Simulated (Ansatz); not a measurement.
# Ge (Cmcm) in Ansatz: notebook

Aim: see how the results for Ge move with the level of theory and the settings. Levels: PBE+D3(BJ), PBE+D4, PBEsol+D3(BJ), PBEsol+D4, RPBE+D3(BJ). Tasks: relaxation of cell and atoms.

Program: Ansatz 0.2.0. These are calculated values, not measurements. Logs are shortened: lines on timing, memory, paths and dates and some standing lists are left out, and cuts for length are marked.

### Step 1. The crystal as given

The structure is orthorhombic, space group Cmcm (No. 63). The conventional cell has a = 2.976 Å, b = 5.189 Å, c = 4.728 Å, α = 90.00°, β = 90.00°, γ = 90.00°. Around Ge (site symmetry m2m) lie 12 Ge at 2.92 to 2.99 Å.

This isn't the form of Ge at room conditions, which is diamond.

### Step 2. Relaxation of cell and atoms, PBE+D3(BJ)

input.yaml reads:

```yaml
crystal:
  lattice:
    - [1.488052925, -2.59468961, 0.0]
    - [1.488052925, 2.59468961, 0.0]
    - [0.0, 0.0, 4.72759579]
  atoms:
    - { symbol: Ge, position: [0.33344663, 0.66655337, 0.25] }
    - { symbol: Ge, position: [0.66655337, 0.33344663, 0.75] }
hamiltonian:
  xc: pbe
  pseudopotentials: { kind: paw }
  dispersion: d3bj
kpoints:
  mp_grid: { grid: [10, 10, 6] }
scf:
  occupations: { method: fermi_dirac, width: 0.05 }
output:
  forces: true
  stress: true
  eigenvalues: true
  write_density: true
  write_potential: true
  elf: true
  volumetric_format: npy
relax:
  f_tol: 0.01
  max_steps: 40
  cell: { stress_tol: 0.05 }
```

Potentials or basis: Ansatz PAW.

On the command line:

```sh
ansatz run input.yaml --threads 2 --pin off --max-ram 5632MiB --backend cpu --events-out ev --progress --plain --runs-dir out
```

The program printed:

```text
Warning: RAYON_NUM_THREADS=2 ignored (pool sized by the plan → 2); use --threads N
Engine: ansatz 0.2.0, aarch64-unknown-linux-gnu
Pseudopotentials: kind: paw
Pseudopotential: Ge, paw, valence charge 14, recommended cutoff 420 eV (normal), Ge.paw.azcp
Functional definition: PBE
  parameter kappa = 0.804
  parameter beta = 0.06672455060314922
  exchange = pbe_x(kappa = kappa, mu = beta*pi^2/3)
  correlation = pbe_c(beta = beta)
Crystal: 2 atoms, lattice volume = 36.507 Å³
Basis set: ecut = 420 eV, 695 PW (Γ), exchange–correlation on 40×40×64 points (8 copies of the dense FFT grid, shifted against one another)
Bands: 18, of which v1, the nominal top of the filled ones, is band 14 counted from 1 (13 counted from 0)
Symmetry: 8 space group operations
Space group: Cmcm (ITA 63), of the structure as read, at distance tolerance 3.3e-5 Å
k-points: 124 of 600
Non-local potential: Ge, projectors of the file, l = 0: 2, l = 1: 2, l = 2: 3, l = 3: 1
PAW form: soft (Blöchl's): semilocal exchange-correlation on the pseudo side does not see the compensation charge
PAW one-centre angular grid: Ge, 590 points (default); XC on 64 Gauss nodes
Initial density: superposition of atomic densities (neutral atoms: chi_scale 0, normalization atom), corrected by the library's trained network
Initial wavefunctions: pseudopotential atomic-orbital guess
Functional: x = pbe(κ = 0.804, μ = 0.2195149727645171), c = pbe(β = 0.06672455060314922)
SCF iter   1: F=—  HF=-8590.023876 eV  |F-HF|=—  |Δ(HF+E_count)|=         —  Δρ=1.45e-3  dr2=4.59e-4  ethr=1.77e-3  ⟨swp⟩=4.9  Hψ=9112  notcnv=0
preconditioner: auto → none  [metal: Δε(μ)=0.031 eV  Ē_g=23.192 eV  σ=0.050 eV  W_gap=0.15  n_scr=8 (ndim 8)  ℏωp=32.5 eV  f_vac=0.000  D(μ)=1.12/eV (n_scr^D=2)  sad-step TF]
SCF iter   2: F=—  HF=-8590.023600 eV  |F-HF|=—  |Δ(HF+E_count)|=   2.76e-4  Δρ=9.30e-4  dr2=2.14e-4  ethr=1.64e-6  ⟨swp⟩=2.0  Hψ=3708  notcnv=0
SCF iter   3: F=—  HF=-8590.023697 eV  |F-HF|=—  |Δ(HF+E_count)|=   9.77e-5  Δρ=1.31e-4  dr2=2.02e-6  ethr=7.64e-7  ⟨swp⟩=2.0  Hψ=2698  notcnv=0
SCF iter   4: F=—  HF=-8590.023751 eV  |F-HF|=—  |Δ(HF+E_count)|=   5.39e-5  Δρ=4.65e-5  dr2=3.65e-7  ethr=7.22e-9  ⟨swp⟩=2.0  Hψ=3937  notcnv=0
iter 5 did not close the SCF: its close was put off for the readings that it lacked (scf_convergence_deferred on its scf_iter line)
SCF iter   5: F=-8590.023752 eV  HF=-8590.023752 eV  |F-HF|=4.02e-8  |Δ(HF+E_count)|=   5.09e-7  Δρ=1.63e-5  dr2=3.03e-8  ethr=1.30e-9  ⟨swp⟩=2.0  Hψ=3938  notcnv=0
SCF iter   6: F=-8590.023752 eV  HF=-8590.023752 eV  |F-HF|=6.93e-9  |Δ(HF+E_count)|=   4.39e-8  Δρ=5.86e-6  dr2=4.00e-9  ethr=1.08e-10  ⟨swp⟩=4.5  Hψ=11125  notcnv=0
SCF 1 converged in 6 iterations: F = -8590.023752 eV  dr2 = 4.00e-9
relax step   1: F+E_penalty+E_count = -8590.02375199 eV  Δ(F+E_penalty+E_count) = +0.000e0 eV  max|allowed force component| = 6.953e-4 eV/Å  Δτ_max = 0.0000 Å  P = +1.040 GPa  Ω = 36.507 Å³  (6 SCF iters, dr2 threshold 1.00e-7 eV, accepted)
Crystal: 2 atoms, lattice volume = 37.234 Å³
Basis set: ecut = 420 eV, 705 PW (Γ), exchange–correlation on 40×40×64 points (8 copies of the dense FFT grid, shifted against one another)
Initial density: handed on by an earlier stage of this run
Initial wavefunctions: those handed on with the density
iter 1 solved again at ethr=8.77e-7 eV; its pass at ethr=3.10e-3 eV (dr2=2.45e-4 eV) is discarded
SCF iter   1: F=—  HF=-8590.029677 eV  |F-HF|=—  |Δ(HF+E_count)|=         —  Δρ=7.58e-4  dr2=2.59e-4  ethr=8.77e-7  ⟨swp⟩=2.0  Hψ=13357  notcnv=0
preconditioner: auto → Kerker (q_TF=auto, 2.602 Å⁻¹)  [metal: Δε(μ)=0.048 eV  Ē_g=23.105 eV  σ=0.050 eV  W_gap=0.23  n_scr=10 (ndim 8)  ℏωp=32.2 eV  f_vac=0.000  D(μ)=0.92/eV (n_scr^D=2)]
SCF iter   2: F=—  HF=-8590.029650 eV  |F-HF|=—  |Δ(HF+E_count)|=   2.73e-5  Δρ=5.17e-4  dr2=1.24e-4  ethr=8.77e-7  ⟨swp⟩=1.0  Hψ=2232  notcnv=0
SCF iter   3: F=—  HF=-8590.029670 eV  |F-HF|=—  |Δ(HF+E_count)|=   1.98e-5  Δρ=5.75e-5  dr2=1.26e-6  ethr=4.42e-7  ⟨swp⟩=1.9  Hψ=2577  notcnv=0
SCF iter   4: F=—  HF=-8590.029670 eV  |F-HF|=—  |Δ(HF+E_count)|=   1.11e-7  Δρ=1.89e-5  dr2=9.02e-8  ethr=7.14e-10  ⟨swp⟩=8.6  Hψ=15253  notcnv=0
[... 228 lines left out ...]
SCF iter   8: F=-8590.169728 eV  HF=-8590.169728 eV  |F-HF|=0.00e0  |Δ(HF+E_count)|=  5.46e-12  Δρ=3.49e-8  dr2=4.56e-13  ethr=1.00e-12  ⟨swp⟩=5.0  Hψ=8410  notcnv=0
SCF 23 converged in 8 iterations: F = -8590.169728 eV  dr2 = 4.56e-13
relax step  23: F+E_penalty+E_count = -8590.16972767 eV  Δ(F+E_penalty+E_count) = -1.604e-3 eV  max|allowed force component| = 4.894e-5 eV/Å  Δτ_max = 0.0000 Å  P = +0.109 GPa  Ω = 36.977 Å³  stress off target by 3.00e-1 GPa  SCF on the basis re-selected at this cell (its energy is not comparable with the rows above)  (8 SCF iters)
basis re-selected at this cell: Δ(F+E_penalty+E_count) = -1.604e-3 eV, ΔP = +0.113 GPa vs the last step (what re-selecting the basis moved, of the pressure what is left beyond the Pulay correction that the steps carried, after the strain that the cell walked since its last selection, with what the two solves' SCF thresholds leave and, on support functions, any second-order correction that the steps lacked; it is no measure of the basis error at this ecutwfc). The dense FFT grid was sized anew with the basis: this SCF ran on 20×20×36 points, the steps before it on 20×20×32, so part of this shift can come from that change (see relax.cell in the input reference). This SCF's stress stands 3.00e-1 GPa from its target on what of the cell is left free (relax.cell.stress_tol is 5.00e-2 GPa) and its largest allowed force component is 4.89e-5 eV/Å (relax.f_tol is 1.00e-2 eV/Å): not within both, so this SCF does not close the relaxation
Crystal: 2 atoms, lattice volume = 37.026 Å³
iter 1 solved again at ethr=6.13e-9 eV; its pass at ethr=3.10e-3 eV (dr2=1.72e-6 eV) is discarded
SCF iter   1: F=—  HF=-8590.169748 eV  |F-HF|=—  |Δ(HF+E_count)|=         —  Δρ=8.48e-5  dr2=2.39e-6  ethr=6.13e-9  ⟨swp⟩=2.0  Hψ=11772  notcnv=0
preconditioner: auto → Kerker (q_TF=auto, 2.604 Å⁻¹)  [metal: Δε(μ)=0.122 eV  Ē_g=23.518 eV  σ=0.050 eV  W_gap=0.46  n_scr=10 (ndim 8)  ℏωp=32.3 eV  f_vac=0.000  D(μ)=0.61/eV (n_scr^D=2)]
SCF iter   2: F=—  HF=-8590.169757 eV  |F-HF|=—  |Δ(HF+E_count)|=   8.95e-6  Δρ=5.51e-5  dr2=1.04e-6  ethr=6.13e-9  ⟨swp⟩=1.0  Hψ=2232  notcnv=0
SCF iter   3: F=-8590.169757 eV  HF=-8590.169757 eV  |F-HF|=7.93e-9  |Δ(HF+E_count)|=   2.10e-7  Δρ=6.16e-6  dr2=9.77e-9  ethr=7.14e-10  ⟨swp⟩=5.2  Hψ=12502  notcnv=0
SCF 24 converged in 3 iterations: F = -8590.169757 eV  dr2 = 9.77e-9
relax step  24: F+E_penalty+E_count = -8590.16975721 eV  Δ(F+E_penalty+E_count) = -2.954e-5 eV  max|allowed force component| = 4.039e-5 eV/Å  Δτ_max = 0.0000 Å  P = +0.007 GPa  Ω = 37.026 Å³  energy of the carried Pulay correction = -9.496e-6 eV  (3 SCF iters, dr2 threshold 2.00e-7 eV, accepted)
iter 1 solved again at ethr=1.56e-8 eV; its pass at ethr=3.10e-3 eV (dr2=4.38e-6 eV) is discarded
SCF iter   1: F=—  HF=-8590.169759 eV  |F-HF|=—  |Δ(HF+E_count)|=         —  Δρ=6.09e-6  dr2=9.51e-9  ethr=1.56e-8  ⟨swp⟩=3.0  Hψ=14872  notcnv=0
SCF iter   2: F=—  HF=-8590.169767 eV  |F-HF|=—  |Δ(HF+E_count)|=   8.38e-6  Δρ=3.53e-6  dr2=4.21e-9  ethr=3.40e-11  ⟨swp⟩=2.1  Hψ=3973  notcnv=0
SCF iter   3: F=—  HF=-8590.169767 eV  |F-HF|=—  |Δ(HF+E_count)|=  7.62e-10  Δρ=1.36e-6  dr2=6.57e-10  ethr=1.50e-11  ⟨swp⟩=1.9  Hψ=2539  notcnv=0
SCF iter   4: F=-8590.169767 eV  HF=-8590.169767 eV  |F-HF|=7.28e-12  |Δ(HF+E_count)|=  3.46e-11  Δρ=2.18e-7  dr2=1.07e-11  ethr=1.00e-12  ⟨swp⟩=4.0  Hψ=9774  notcnv=0
SCF 25 converged in 4 iterations: F = -8590.169767 eV  dr2 = 1.07e-11
relax step  25: F+E_penalty+E_count = -8590.16976689 eV  Δ(F+E_penalty+E_count) = -9.680e-6 eV  max|allowed force component| = 4.022e-5 eV/Å  Δτ_max = 0.0000 Å  P = +0.007 GPa  Ω = 37.026 Å³  stress off target by 1.39e-2 GPa  SCF on the basis re-selected at this cell (its energy is not comparable with the rows above)  (4 SCF iters)
basis re-selected at this cell: Δ(F+E_penalty+E_count) = -9.680e-6 eV, ΔP = -0.001 GPa vs the last step (what re-selecting the basis moved, of the pressure what is left beyond the Pulay correction that the steps carried, after the strain that the cell walked since its last selection, with what the two solves' SCF thresholds leave and, on support functions, any second-order correction that the steps lacked; it is no measure of the basis error at this ecutwfc). This SCF's stress stands 1.39e-2 GPa from its target on what of the cell is left free (relax.cell.stress_tol is 5.00e-2 GPa) and its largest allowed force component is 4.02e-5 eV/Å (relax.f_tol is 1.00e-2 eV/Å): within both
SCF converged after 4 iterations
Free energy (F): -8590.169767 eV
Harris-Foulkes:  -8590.169767 eV  (|F-HF|=7.28e-12)
Internal energy: -8590.164357 eV  (E = F + TS)
E sigma→0 (E₀):  -8590.167062 eV
Entropy (-TS):   -0.005410 eV (-2.705 meV/atom)
Fermi energy:    11.254589 eV
--- Per-component energies (eV) ---
  E_band       = -221.426182
  E_kinetic    = 221.948707
  E_local      = -4282.007166  (includes V_loc(G=0)·N_el)
  E_nonlocal   = 832.736606
  E_hartree    = 1876.447402
  E_xc         = -151.578147
  E_vxc        = -129.691768  (∫ρ·V_xc dr)
  E_paw        = -4035.132549  (= ΣΔE_a)
  E_vpaw       = -617.308149  (= ΣTr[D̂ρ^β])
  E_aug_tail   = 0.000614  (compensation charges beyond the density's cutoff)
  E_ewald      = -3051.860463
  E_disp       = -0.719361  (pairwise vdW)
  E_smearing   = -0.005410  (= −TS)
  E_closure    = -0.000000  (closes the sum)
  Σ components = -8590.169767   (vs F -8590.169767, Δ=0.00e0)
--- Forces (eV/Å), atoms counted from 1 ---
  atom   1  Ge     0.00000000    -0.00004022     0.00000000
  atom   2  Ge     0.00000000     0.00004022     0.00000000
  max |Σ_I F_I| component: 6.78e-21 eV/Å
--- Stress (GPa, compression-positive) ---
        0.003127       0.000000       0.000000
        0.000000       0.003029       0.000000
        0.000000       0.000000       0.013850
  P = ⅓ Tr σ = 0.0067 GPa (0.067 kbar)
--- Band table (eV; the first three rows and the last of 124) ---
  k-point 0: bands = ["-13.5700", "-13.4548", "-13.4548", "-13.4418", "-13.4418", "-13.3852", "-13.3852", "-13.3174", "-13.2974", "-13.2974", "-2.1020", "2.1427", "5.1884", "18.6743", "19.3697", "19.3697", "21.8624", "22.6167"]
  k-point 1: bands = ["-13.5529", "-13.4539", "-13.4539", "-13.4426", "-13.4426", "-13.3794", "-13.3794", "-13.3342", "-13.3033", "-13.3033", "-1.9541", "1.3980", "6.2420", "16.6151", "19.5163", "19.5163", "22.2535", "22.2535"]
  k-point 2: bands = ["-13.5064", "-13.4516", "-13.4516", "-13.4450", "-13.4450", "-13.3801", "-13.3634", "-13.3634", "-13.3195", "-13.3195", "-1.5109", "0.2260", "8.3354", "13.6624", "19.9456", "19.9457", "21.4562", "21.4563"]
  k-point 123: bands = ["-13.4974", "-13.4974", "-13.4105", "-13.4105", "-13.3572", "-13.3572", "-13.3425", "-13.3425", "-13.3211", "-13.3211", "4.1951", "4.1951", "6.7678", "6.7678", "15.2232", "15.2232", "16.4529", "16.4529"]
--- Relaxed structure (23 steps of the walk, 20 accepted, 2 SCFs on fresh bases) ---
  F+E_penalty+E_count = -8590.16976689 eV   max|allowed force component| = 4.022e-5 eV/Å   (the final SCF, on the basis selected at the relaxed cell)
  cell:  # Å, volume = 37.0258 Å³
    - [1.4288250551191048, -2.474802034853543, 0.0]
    - [1.4288250551191048, 2.474802034853543, 0.0]
    - [0.0, 0.0, 5.235461286844776]
  atoms:
    - { symbol: Ge, position: [0.4999587057472841, 0.5000412942527158, 0.24999999999999997] }
    - { symbol: Ge, position: [0.5000412942527158, 0.4999587057472841, 0.75] }
```

It took 62 s on 2 threads of Arm Neoverse V1, shared host; peak memory 0.37 GiB.

What came out:

- Free energy: -8590.1698 eV
- Relaxed volume: 18.51 Å³/atom
- Relaxed cell: a = 2.858 Å, b = 2.858 Å, c = 5.235 Å, α = 90.00°, β = 90.00°, γ = 120.00°
- Space group after relaxing (to 0.05 Å): P6/mmm (No. 191)
- Energy gained by relaxing: 73.0 meV/atom
- Ionic steps: 22
- Pressure after relaxing: 0.0 GPa
- Band gap on the k mesh: none (metal or under the smearing width)

Step by step:
```tsv
step	energy change (eV)	largest force (eV/Å)	volume (Å³)
1	0.0000	0.0007	36.51
2	-0.0059	0.0038	37.23
3	-0.0066	0.0050	36.97
4	-0.0068	0.0057	36.94
5	-0.0068	0.0076	36.89
6	-0.0070	0.0065	36.90
7	-0.0071	0.0056	36.90
8	-0.0084	0.0237	36.86
9	-0.0383	0.0852	36.74
10	-0.0937	0.1006	36.78
11	-0.1298	0.0520	36.99
12	-0.1342	0.0004	37.70
13	-0.1409	0.0001	37.38
14	-0.1417	0.0001	37.21
15	-0.1424	0.0003	37.00
16	-0.1437	0.0005	37.05
17	-0.1442	0.0002	36.98
18	-0.1443	0.0002	36.96
19	-0.1444	0.0001	36.98
20	-0.1460	0.0000	36.98
21	-0.1460	0.0000	37.03
22	-0.1460	0.0000	37.03
```

Final structure:
```cif
data_structure
_symmetry_space_group_name_H-M 'P 1'
_symmetry_Int_Tables_number 1
_cell_length_a 2.8577
_cell_length_b 2.8577
_cell_length_c 5.2355
_cell_angle_alpha 90.000
_cell_angle_beta 90.000
_cell_angle_gamma 120.000
_cell_volume 37.03
loop_
_atom_site_label
_atom_site_type_symbol
_atom_site_fract_x
_atom_site_fract_y
_atom_site_fract_z
_atom_site_occupancy
Ge1 Ge 0.49996 0.50004 0.25000 1
Ge2 Ge 0.50004 0.49996 0.75000 1
```

Caveat: the plane-wave basis is chosen anew once the cell has moved, so the energies of steps on either side of that aren't comparable; pairwise dispersion overbinds metals, which lowers pressure and volume.

### Step 3. Relaxation of cell and atoms, PBE+D4

Changes to input.yaml since step 2:

```diff
@@ -11,3 +11,3 @@
   pseudopotentials: { kind: paw }
-  dispersion: d3bj
+  dispersion: d4
 kpoints:
```

Potentials or basis: Ansatz PAW.

On the command line:

```sh
ansatz run input.yaml --threads 2 --pin off --max-ram 5632MiB --backend cpu --events-out ev --progress --plain --runs-dir out
```

Wall time 64 s (2 threads of Arm Neoverse V1, shared host); peak memory 0.37 GiB.

Results (log left out):

```
Free energy                            : -8590.2325 eV
Relaxed volume                         : 18.51 Å³/atom
Relaxed cell                           : a = 2.858 Å, b = 2.858 Å, c = 5.236 Å, α = 90.00°, β = 90.00°, γ = 120.00°
Space group after relaxing (to 0.05 Å) : P6/mmm (No. 191)
Energy gained by relaxing              : 73.7 meV/atom
Ionic steps                            : 23
Pressure after relaxing                : 0.0 GPa
Band gap on the k mesh                 : none (metal or under the smearing width)
```

The path:
| step | energy change (eV) | largest force (eV/Å) | volume (Å³) |
| --- | --- | --- | --- |
| 1 | 0.0000 | 0.0007 | 36.51 |
| 2 | -0.0059 | 0.0038 | 37.23 |
| 3 | -0.0066 | 0.0050 | 36.96 |
| 4 | -0.0068 | 0.0057 | 36.94 |
| 5 | -0.0069 | 0.0077 | 36.89 |
| 6 | -0.0070 | 0.0065 | 36.90 |
| 7 | -0.0071 | 0.0057 | 36.89 |
| 8 | -0.0087 | 0.0251 | 36.85 |
| 9 | -0.0396 | 0.0843 | 36.74 |
| 10 | -0.0957 | 0.1002 | 36.77 |
| 11 | -0.1314 | 0.0524 | 36.98 |
| 12 | -0.1353 | 0.0007 | 37.71 |
| 13 | -0.1424 | 0.0003 | 37.35 |
| 14 | -0.1432 | 0.0002 | 37.20 |
| 15 | -0.1438 | 0.0004 | 36.99 |
| 16 | -0.1451 | 0.0006 | 37.04 |
| 17 | -0.1453 | 0.0003 | 37.00 |
| 18 | -0.1457 | 0.0001 | 36.98 |
| 19 | -0.1458 | 0.0001 | 36.97 |
| 20 | -0.1474 | 0.0001 | 36.97 |
| 21 | -0.1475 | 0.0000 | 37.02 |
| 22 | -0.1474 | 0.0000 | 37.03 |
| 23 | -0.1475 | 0.0000 | 37.03 |

Final structure:
```yaml
crystal:
  lattice:
    - [1.42883, -2.47480, 0.00000]
    - [1.42883, 2.47480, 0.00000]
    - [0.00000, 0.00000, 5.23567]
  atoms:
    - { symbol: Ge, position: [0.49998, 0.50002, 0.25000] }
    - { symbol: Ge, position: [0.50002, 0.49998, 0.75000] }
```

Levels at points of the mesh, in eV from the Fermi level:
| k point | band 11 | band 12 | band 13 | band 14 | band 15 | band 16 | band 17 | band 18 |
| --- | --- | --- | --- | --- | --- | --- | --- | --- |
| (0.00, 0.00, 0.00) | -13.36 | -9.11 | -6.07 | 7.42 | 8.12 | 8.12 | 10.61 | 11.36 |
| (0.00, 0.00, -0.50) | -12.03 | -12.03 | -0.40 | -0.40 | 9.37 | 9.37 | 9.37 | 9.37 |
| (0.00, -0.50, 0.00) | -8.37 | -5.75 | -3.70 | -2.32 | -2.09 | 3.39 | 3.96 | 7.22 |
| (0.00, -0.50, -0.50) | -7.06 | -7.06 | -4.49 | -4.49 | 3.97 | 3.97 | 5.20 | 5.20 |
| (-0.50, -0.50, 0.00) | -8.37 | -5.75 | -3.70 | -2.32 | -2.09 | 3.39 | 3.96 | 7.22 |
| (-0.50, -0.50, -0.50) | -7.06 | -7.06 | -4.49 | -4.49 | 3.97 | 3.97 | 5.20 | 5.20 |

Caveat: the plane-wave basis is chosen anew once the cell has moved, so the energies of steps on either side of that aren't comparable; pairwise dispersion overbinds metals, which lowers pressure and volume.

(Part 1 of 2 ends here.)
